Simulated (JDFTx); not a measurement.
# PtS2 (P-3m1) in JDFTx: a series of runs

The runs below take PtS2 through band structure, with RPBE, revPBE.

Everything below comes from runs of JDFTx 1.7.0 (patched build). Logs are shortened: lines on timing, memory, paths and dates and some standing lists are left out, and cuts for length are marked. The log counts tension as positive stress, the text compression.

### 1 Starting point

Symmetry: P-3m1, No. 164, trigonal system. Conventional cell: a = 3.543 Å, b = 3.543 Å, c = 5.039 Å, α = 90.00°, β = 90.00°, γ = 120.00°. Around Pt (site symmetry -3m) lie 6 S at 2.34 Å. Around S (site symmetry 3m) lie 3 Pt at 2.34 Å.

### 2 Band structure, RPBE

Input file bands.in:

```
lattice \
    3.5432000000    -1.7716000000     0.0000000000 \
    0.0000000000     3.0685012107     0.0000000000 \
    0.0000000000     0.0000000000     5.0388000000
latt-scale 1.889726124626 1.889726124626 1.889726124626
coords-type Lattice
ion Pt     0.0000000000     0.0000000000     0.0000000000 1
ion S      0.6666666667     0.3333333333     0.7730000000 1
ion S      0.3333333333     0.6666666667     0.2270000000 1

ion-species pseudo/Pt.upf
ion-species pseudo/S.upf
elec-cutoff 42 336
elec-ex-corr gga-x-rpbe gga-c-pbe
elec-smearing Fermi 0.0018374661
elec-n-bands 22
electronic-minimize nIterations 30 energyDiffThreshold 1e-06
davidson-band-ratio 1.3
forces-output-coords Cartesian
include path.kpoints
symmetries none
fix-electron-density run.$VAR

dump-name bands.$VAR
dump End Ecomponents EigStats BandEigs Kpoints Forces
```

Input file path.kpoints:

```
kpoint +0.0000000000 +0.0000000000 +0.0000000000 0.020000000000
kpoint +0.0833333333 +0.0000000000 +0.0000000000 0.020000000000
kpoint +0.1666666667 +0.0000000000 +0.0000000000 0.020000000000
kpoint +0.2500000000 +0.0000000000 +0.0000000000 0.020000000000
kpoint +0.3333333333 +0.0000000000 +0.0000000000 0.020000000000
kpoint +0.4166666667 +0.0000000000 +0.0000000000 0.020000000000
kpoint +0.5000000000 +0.0000000000 +0.0000000000 0.020000000000
kpoint +0.4444444444 +0.1111111111 +0.0000000000 0.020000000000
kpoint +0.3888888889 +0.2222222222 +0.0000000000 0.020000000000
kpoint +0.3333333333 +0.3333333333 +0.0000000000 0.020000000000
kpoint +0.2857142857 +0.2857142857 +0.0000000000 0.020000000000
kpoint +0.2380952381 +0.2380952381 +0.0000000000 0.020000000000
kpoint +0.1904761905 +0.1904761905 +0.0000000000 0.020000000000
kpoint +0.1428571429 +0.1428571429 +0.0000000000 0.020000000000
kpoint +0.0952380952 +0.0952380952 +0.0000000000 0.020000000000
kpoint +0.0476190476 +0.0476190476 +0.0000000000 0.020000000000
kpoint +0.0000000000 +0.0000000000 +0.0000000000 0.020000000000
kpoint +0.0000000000 +0.0000000000 +0.1250000000 0.020000000000
kpoint +0.0000000000 +0.0000000000 +0.2500000000 0.020000000000
kpoint +0.0000000000 +0.0000000000 +0.3750000000 0.020000000000
kpoint +0.0000000000 +0.0000000000 +0.5000000000 0.020000000000
kpoint +0.0714285714 +0.0000000000 +0.5000000000 0.020000000000
kpoint +0.1428571429 +0.0000000000 +0.5000000000 0.020000000000
kpoint +0.2142857143 +0.0000000000 +0.5000000000 0.020000000000
kpoint +0.2857142857 +0.0000000000 +0.5000000000 0.020000000000
kpoint +0.3571428571 +0.0000000000 +0.5000000000 0.020000000000
kpoint +0.4285714286 +0.0000000000 +0.5000000000 0.020000000000
kpoint +0.5000000000 +0.0000000000 +0.5000000000 0.020000000000
kpoint +0.4583333333 +0.0833333333 +0.5000000000 0.020000000000
kpoint +0.4166666667 +0.1666666667 +0.5000000000 0.020000000000
kpoint +0.3750000000 +0.2500000000 +0.5000000000 0.020000000000
kpoint +0.3333333333 +0.3333333333 +0.5000000000 0.020000000000
kpoint +0.2916666667 +0.2916666667 +0.5000000000 0.020000000000
kpoint +0.2500000000 +0.2500000000 +0.5000000000 0.020000000000
kpoint +0.2083333333 +0.2083333333 +0.5000000000 0.020000000000
kpoint +0.1666666667 +0.1666666667 +0.5000000000 0.020000000000
kpoint +0.1250000000 +0.1250000000 +0.5000000000 0.020000000000
kpoint +0.0833333333 +0.0833333333 +0.5000000000 0.020000000000
kpoint +0.0416666667 +0.0416666667 +0.5000000000 0.020000000000
kpoint +0.0000000000 +0.0000000000 +0.5000000000 0.020000000000
kpoint +0.5000000000 +0.0000000000 +0.5000000000 0.020000000000
kpoint +0.5000000000 +0.0000000000 +0.3750000000 0.020000000000
kpoint +0.5000000000 +0.0000000000 +0.2500000000 0.020000000000
kpoint +0.5000000000 +0.0000000000 +0.1250000000 0.020000000000
kpoint +0.5000000000 +0.0000000000 +0.0000000000 0.020000000000
kpoint +0.3333333333 +0.3333333333 +0.0000000000 0.020000000000
kpoint +0.3333333333 +0.3333333333 +0.1250000000 0.020000000000
kpoint +0.3333333333 +0.3333333333 +0.2500000000 0.020000000000
kpoint +0.3333333333 +0.3333333333 +0.3750000000 0.020000000000
kpoint +0.3333333333 +0.3333333333 +0.5000000000 0.020000000000
```

Potentials or basis: PseudoDojo-SR-PBE-0.5-standard with smoothed tails.

On the command line:

```sh
$ jdftx -c 1 -i bands.in -o bands.out
```

Log:

```text
*************** JDFTx 1.7.0 (patched build) ***************

Input parsed successfully to the following command list (including defaults):
[... the input with its defaults ...]

---------- Initializing the Grid ----------
R =
[      6.69568     -3.34784            0  ]
[            0      5.79863            0  ]
[            0            0      9.52195  ]
unit cell volume = 369.697
G =
[   0.938394   0.541782         -0  ]
[          0    1.08356          0  ]
[          0         -0   0.659863  ]
Minimum fftbox size, Smin = [  56  56  80  ]
Chosen fftbox size, S = [  56  56  80  ]

---------- Initializing tighter grid for wavefunction operations ----------
R =
[      6.69568     -3.34784            0  ]
[            0      5.79863            0  ]
[            0            0      9.52195  ]
unit cell volume = 369.697
G =
[   0.938394   0.541782         -0  ]
[          0    1.08356          0  ]
[          0         -0   0.659863  ]
Minimum fftbox size, Smin = [  40  40  56  ]
Chosen fftbox size, S = [  40  40  56  ]

---------- Exchange Correlation functional ----------
Initialized LibXC exchange functional 'Hammer, Hansen, and Norskov'
Initialized LibXC correlation functional 'Perdew, Burke & Ernzerhof'

---------- Setting up pseudopotentials ----------
Width of ionic core gaussian charges (only for fluid interactions / plotting) set to 0

Reading pseudopotential file 'pseudo/Pt.upf':
  'Pt' pseudopotential, 'PBE' functional
  Generated using ONCVPSP code by D. R. Hamann
  18 valence electrons, 4 orbitals, 8 projectors, 1001 radial grid points, with lMax = 3
    5S    l: 0   occupation:  2.0   eigenvalue: -3.741794
    5P    l: 1   occupation:  6.0   eigenvalue: -2.058655
    5D    l: 2   occupation:  9.0   eigenvalue: -0.225689
    6S    l: 0   occupation:  1.0   eigenvalue: -0.207978
  Core radius for overlap checks: 1.88 bohrs.

Reading pseudopotential file 'pseudo/S.upf':
  'S' pseudopotential, 'PBE' functional
  Generated using ONCVPSP code by D. R. Hamann
  6 valence electrons, 2 orbitals, 6 projectors, 1001 radial grid points, with lMax = 2
    3S    l: 0   occupation:  2.0   eigenvalue: -0.634163
    3P    l: 1   occupation:  4.0   eigenvalue: -0.257567
  Core radius for overlap checks: 1.43 bohrs.

Initialized 2 species with 3 total atoms.

Folded 50 k-points by 1x1x1 to 50 k-points.

---------- Setting up k-points, bands, fillings ----------
No reducable k-points.
Computing the number of bands and number of electrons
Calculating initial fillings.
nElectrons:  30.000000   nBands: 22   nStates: 50

----- Setting up reduced wavefunction bases (one per k-point) -----
average nbasis = 4804.100 , ideal nbasis = 4806.330

---------- Setting up ewald sum ----------
Optimum gaussian width for ewald sums = 2.384177 bohr.
Real space sum over 1089 unit cells with max indices [  5  5  4  ]
Reciprocal space sum over 2873 terms with max indices [  6  6  8  ]

---------- Allocating electronic variables ----------
Reading n from file 'run.n' ... done
Initializing wave functions:  linear combination of atomic orbitals
Note: number of bands (22) exceeds available atomic orbitals (18)

----------- Band structure minimization -------------
Minimization will be done independently for each quantum number.

---- Minimization of quantum number:     0  [ +0.0000000 +0.0000000 +0.0000000 ]  0.040000000 ----
BandDavidson: Iter:   0  Eband: +0.011761799564824
BandDavidson: Iter:   1  Eband: -0.036424009272291  dEband: -4.818581e-02
BandDavidson: Iter:   2  Eband: -0.047625623521923  dEband: -1.120161e-02
BandDavidson: Iter:   3  Eband: -0.049701344902225  dEband: -2.075721e-03
[... 880 lines of inner loops ...]
BandDavidson: Iter:  10  Eband: -0.052635095763183  dEband: -1.759048e-06
BandDavidson: Iter:  11  Eband: -0.052635880934871  dEband: -7.851717e-07
BandDavidson: Converged (dEband<1.000000e-06)
	FillingsUpdate:  mu: +0.425680116  nElectrons: 30.000000

Dumping 'bands.eigStats' ...
	eMin: -3.255319 at state 39 ( [ +0.000000 +0.000000 +0.500000 ] spin 0 )
	HOMO: +0.405334 at state 14 ( [ +0.095238 +0.095238 +0.000000 ] spin 0 )
	mu  : +0.425680
	LUMO: +0.446257 at state 10 ( [ +0.285714 +0.285714 +0.000000 ] spin 0 )
	eMax: +0.849692 at state 16 ( [ +0.000000 +0.000000 +0.000000 ] spin 0 )
	HOMO-LUMO gap: +0.040923
	Optical gap  : +0.058163 at state 36 ( [ +0.125000 +0.125000 +0.500000 ] spin 0 )
Done!
[note: mu, HOMO and LUMO in a band run belong to the points of the path alone and aren't those of the crystal]
```

Run time: 79 s. Hardware: 1 thread of Intel Xeon Platinum 8259CL at 2.50GHz (Skylake/Cascade Lake), shared host; peak memory 0.16 GiB.

What came out:

```yaml
Band_gap_along_the_path: 1.11 eV, indirect (least direct gap 1.58 eV)
```

Levels at the corners of the path, in eV from the valence-band top:
```
point  band 11  band 12  band 13  band 14  band 15  band 16  band 17  band 18  band 19
    Γ    -3.89    -1.71    -1.10    -1.10    -0.07     2.52     2.52     4.94     5.98
    M    -3.35    -3.23    -3.14    -2.90    -2.27     1.88     2.89     5.64     6.67
    K    -4.50    -3.58    -2.63    -1.42    -1.42     1.15     1.15     5.83     8.19
    Γ    -3.89    -1.71    -1.10    -1.10    -0.07     2.52     2.52     4.94     5.98
    A    -3.92    -2.37    -1.28    -1.28    -0.85     2.98     2.98     5.58     7.49
    L    -3.24    -3.17    -3.04    -2.64    -1.32     2.16     2.43     5.51     5.77
    H    -4.31    -3.47    -3.46    -1.80    -1.80     2.29     2.29     7.30     8.18
    A    -3.92    -2.37    -1.28    -1.28    -0.85     2.98     2.98     5.58     7.49
    L    -3.24    -3.17    -3.04    -2.64    -1.32     2.16     2.43     5.51     5.77
    M    -3.35    -3.23    -3.14    -2.90    -2.27     1.88     2.89     5.64     6.67
    K    -4.50    -3.58    -2.63    -1.42    -1.42     1.15     1.15     5.83     8.19
    H    -4.31    -3.47    -3.46    -1.80    -1.80     2.29     2.29     7.30     8.18
```

Caveat: the potentials were made for another functional, which shifts forces and pressure; spin-orbit coupling is left out, which moves the levels of the heavy elements.

### 3 Band structure, revPBE

bands.in, as its differences from that of step 2:

```diff
@@ -1,6 +1,5 @@
 lattice \
-    3.5432000000    -1.7716000000     0.0000000000 \
-    0.0000000000     3.0685012107     0.0000000000 \
-    0.0000000000     0.0000000000     5.0388000000
-latt-scale 1.889726124626 1.889726124626 1.889726124626
+    6.6956776048    -3.3478388024     0.0000000000 \
+    0.0000000000     5.7986269013     0.0000000000 \
+    0.0000000000     0.0000000000     9.5219519968
 coords-type Lattice
@@ -13,3 +12,3 @@
 elec-cutoff 42 336
-elec-ex-corr gga-x-rpbe gga-c-pbe
+elec-ex-corr gga-x-pbe-r gga-c-pbe
 elec-smearing Fermi 0.0018374661
```

path.kpoints is that of step 2.

Potentials or basis: PseudoDojo-SR-PBE-0.5-standard with smoothed tails.

On the command line:

```sh
$ jdftx -c 1 -i bands.in -o bands.out
```

Log:

```text
*************** JDFTx 1.7.0 (patched build) ***************

Input parsed successfully to the following command list (including defaults):
[... the input with its defaults ...]

---------- Initializing the Grid ----------
R =
[      6.69568     -3.34784            0  ]
[            0      5.79863            0  ]
[            0            0      9.52195  ]
unit cell volume = 369.697
G =
[   0.938394   0.541782         -0  ]
[          0    1.08356          0  ]
[          0         -0   0.659863  ]
Minimum fftbox size, Smin = [  56  56  80  ]
Chosen fftbox size, S = [  56  56  80  ]

---------- Initializing tighter grid for wavefunction operations ----------
R =
[      6.69568     -3.34784            0  ]
[            0      5.79863            0  ]
[            0            0      9.52195  ]
unit cell volume = 369.697
G =
[   0.938394   0.541782         -0  ]
[          0    1.08356          0  ]
[          0         -0   0.659863  ]
Minimum fftbox size, Smin = [  40  40  56  ]
[... 36 lines left out ...]

----- Setting up reduced wavefunction bases (one per k-point) -----
average nbasis = 4804.100 , ideal nbasis = 4806.330

---------- Setting up ewald sum ----------
Optimum gaussian width for ewald sums = 2.384177 bohr.
Real space sum over 1089 unit cells with max indices [  5  5  4  ]
Reciprocal space sum over 2873 terms with max indices [  6  6  8  ]

---------- Allocating electronic variables ----------
Reading n from file 'run.n' ... done
Initializing wave functions:  linear combination of atomic orbitals
Note: number of bands (22) exceeds available atomic orbitals (18)

----------- Band structure minimization -------------
Minimization will be done independently for each quantum number.

---- Minimization of quantum number:     0  [ +0.0000000 +0.0000000 +0.0000000 ]  0.040000000 ----
BandDavidson: Iter:   0  Eband: +0.010872431377680
BandDavidson: Iter:   1  Eband: -0.037304133136552  dEband: -4.817656e-02
BandDavidson: Iter:   2  Eband: -0.048373811468699  dEband: -1.106968e-02
BandDavidson: Iter:   3  Eband: -0.050415934544795  dEband: -2.042123e-03
[... 879 lines of inner loops ...]
BandDavidson: Iter:  10  Eband: -0.053390518904372  dEband: -1.734577e-06
BandDavidson: Iter:  11  Eband: -0.053391294804474  dEband: -7.759001e-07
BandDavidson: Converged (dEband<1.000000e-06)
	FillingsUpdate:  mu: +0.424953153  nElectrons: 30.000000

Dumping 'bands.eigStats' ...
	eMin: -3.255611 at state 39 ( [ +0.000000 +0.000000 +0.500000 ] spin 0 )
	HOMO: +0.404936 at state 14 ( [ +0.095238 +0.095238 +0.000000 ] spin 0 )
	mu  : +0.424953
	LUMO: +0.445230 at state 10 ( [ +0.285714 +0.285714 +0.000000 ] spin 0 )
	eMax: +0.848210 at state 16 ( [ +0.000000 +0.000000 +0.000000 ] spin 0 )
	HOMO-LUMO gap: +0.040294
	Optical gap  : +0.057749 at state 36 ( [ +0.125000 +0.125000 +0.500000 ] spin 0 )
Done!
[note: mu, HOMO and LUMO in a band run belong to the points of the path alone and aren't those of the crystal]
```

Wall time 79 s (1 thread of Intel Xeon Platinum 8259CL at 2.50GHz (Skylake/Cascade Lake), shared host); peak memory 0.16 GiB.

What came out:

| Item | Value |
| --- | --- |
| Band gap along the path | 1.10 eV, indirect (least direct gap 1.57 eV) |

Levels at the corners of the path, in eV from the valence-band top:
| point | band 13 | band 14 | band 15 | band 16 | band 17 | band 18 |
| --- | --- | --- | --- | --- | --- | --- |
| Γ | -1.10 | -1.10 | -0.07 | 2.52 | 2.52 | 4.90 |
| M | -3.15 | -2.92 | -2.28 | 1.86 | 2.89 | 5.61 |
| K | -2.64 | -1.42 | -1.42 | 1.13 | 1.13 | 5.80 |
| Γ | -1.10 | -1.10 | -0.07 | 2.52 | 2.52 | 4.90 |
| A | -1.29 | -1.29 | -0.85 | 2.98 | 2.98 | 5.56 |
| L | -3.05 | -2.65 | -1.32 | 2.15 | 2.42 | 5.48 |
| H | -3.47 | -1.80 | -1.80 | 2.29 | 2.29 | 7.29 |
| A | -1.29 | -1.29 | -0.85 | 2.98 | 2.98 | 5.56 |
| L | -3.05 | -2.65 | -1.32 | 2.15 | 2.42 | 5.48 |
| M | -3.15 | -2.92 | -2.28 | 1.86 | 2.89 | 5.61 |
| K | -2.64 | -1.42 | -1.42 | 1.13 | 1.13 | 5.80 |
| H | -3.47 | -1.80 | -1.80 | 2.29 | 2.29 | 7.29 |

Caveat: the potentials were made for another functional, which shifts forces and pressure; spin-orbit coupling is left out, which moves the levels of the heavy elements.

### 4 The reference run

An earlier run on the cell as given: functional PBE; potentials or basis PseudoDojo-SR-PBE-0.5-standard; cutoff 1143 eV; density cutoff 9143 eV; k mesh 9 × 9 × 5; occupations fermi-dirac, width 0.05 eV; no spin polarisation.

* Pressure: 11.4 GPa
* Largest force: 1.244 eV/Å
* Band gap on the k mesh: 1.01 eV, indirect (least direct gap 1.06 eV)
* Loewdin charges: Pt +0.67; S -0.22 e
